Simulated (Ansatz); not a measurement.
Write the native input for Ansatz 0.2.0 that does the following.

| Item | Value |
| --- | --- |
| Task | single point |
| Functional | PBE |
| Potentials or basis | all-electron LAPW, scalar-relativistic |
| Cutoff | 448 eV (chosen from the basis error) |
| Basis error allowed | 0.001 eV/atom |
| k mesh | 10 × 10 × 10 |
| Occupations | fermi-dirac, width 0.05 eV |
| Spin | no spin polarisation |

Crystal: WC.

```
CELL_PARAMETERS angstrom
0.00000 2.30211 2.30211
2.30211 0.00000 2.30211
2.30211 2.30211 0.00000
ATOMIC_POSITIONS crystal
W 0.98000 0.99461 0.00895
C 0.74746 0.76278 0.74773
```

The cell was built by a generator and needn't be a form met in nature.

The cell isn't the ideal one: atoms moved at random, drawn with an rms of 0.05 Å.

One way to write it, as run:

input.yaml

```yaml
crystal:
  lattice:
    - [0.0, 2.3021091, 2.3021091]
    - [2.3021091, 0.0, 2.3021091]
    - [2.3021091, 2.3021091, 0.0]
  atoms:
    - { symbol: W, position: [-0.020005, -0.005394, 0.008947] }
    - { symbol: C, position: [0.747457, 0.762778, 0.747732] }
kpoints:
  mp_grid: { grid: [10, 10, 10] }
scf:
  occupations: { method: fermi_dirac, width: 0.05 }
hamiltonian:
  xc: pbe
  pseudopotentials: { kind: all_electron, lapw: { basis_error: 0.001 } }
output:
  forces: true
  stress: true
  eigenvalues: true
  populations: true
```

Potentials or basis: all-electron LAPW, scalar-relativistic.

Run with:

```sh
$ ansatz run input.yaml --threads 1 --pin off --max-ram 3072MiB --backend cpu --events-out ev --progress --plain --runs-dir out
```

It gave:

```json
{
 "Pressure": "19.1 GPa",
 "Largest force": "1.696 eV/Å",
 "Band gap on the k mesh": "none (metal or under the smearing width)",
 "Loewdin charges": "W +0.83; C -0.75 e"
}
```

It took 11 min on 1 thread of Intel(R) Xeon(R) Processor @ 2.50GHz (Skylake/Cascade Lake), with other jobs on the host, peak memory 1.4 GiB.
